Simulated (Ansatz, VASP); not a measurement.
**Mo: VASP beside Ansatz**

Contents of INCAR:

```
ALGO = Normal
EDIFF = 1E-6
EDIFFG = -0.02
ENCUT = 600
GGA = RP
IBRION = 2
ISIF = 3
ISMEAR = -1
IVDW = 13
LASPH = T
LCHARG = F
LREAL = F
LWAVE = F
NELM = 80
NSW = 80
PREC = Accurate
SIGMA = 0.05
```

File KPOINTS:

```
k-points
0
Gamma
  12 12 12
```

File POSCAR:

```
Mo
1.0
   -1.5838089719      1.5838089719      1.5838089719
    1.5838089719     -1.5838089719      1.5838089719
    1.5838089719      1.5838089719     -1.5838089719
Mo
1
Direct
    0.0000000000      0.0000000000      0.0000000000
```

The input input.yaml:

```yaml
crystal:
  lattice:
    - [-1.5838089719, 1.5838089719, 1.5838089719]
    - [1.5838089719, -1.5838089719, 1.5838089719]
    - [1.5838089719, 1.5838089719, -1.5838089719]
  atoms:
    - { symbol: Mo, position: [0.0, 0.0, 0.0] }
kpoints:
  mp_grid: { grid: [12, 12, 12] }
scf:
  occupations: { method: fermi_dirac, width: 0.05 }
hamiltonian:
  xc: rpbe
  dispersion: d4
  pseudopotentials: { kind: all_electron, lapw: { basis_error: 0.001 } }
output:
  forces: true
  stress: true
relax:
  f_tol: 0.02
  max_steps: 60
  cell: {}
```

Alike in both runs: task relaxation of cell and atoms; functional RPBE; dispersion D4; k mesh 12 × 12 × 12; occupations fermi-dirac, width 0.05 eV; no spin polarisation.

```csv
,VASP,Ansatz
version,VASP 6.6.1,Ansatz 0.2.0
potentials or method,"VASP PAW PBE potentials, release 64 (Mo_sv)","all-electron LAPW, scalar-relativistic"
plane-wave cutoff (eV),600,see its input
```

|  | VASP | Ansatz | Ansatz less VASP |
| --- | --- | --- | --- |
| relaxed volume (Å³/atom) | 15.37 | 15.35 | -0.029 |
| relaxed cell length with the largest relative difference (Å) | 2.713 | 2.711 | -0.0017 |
| energy change over the relaxation (meV/atom) | -14 | -16 | -1.5 |

Ansatz ran all-electron here, so the differences hold the error of VASP's frozen core and of both bases.

Caveats: the PAW data sets were made with another functional, which shifts forces and pressure a little (VASP); pairwise dispersion overbinds metals, which lowers pressure and volume (VASP).
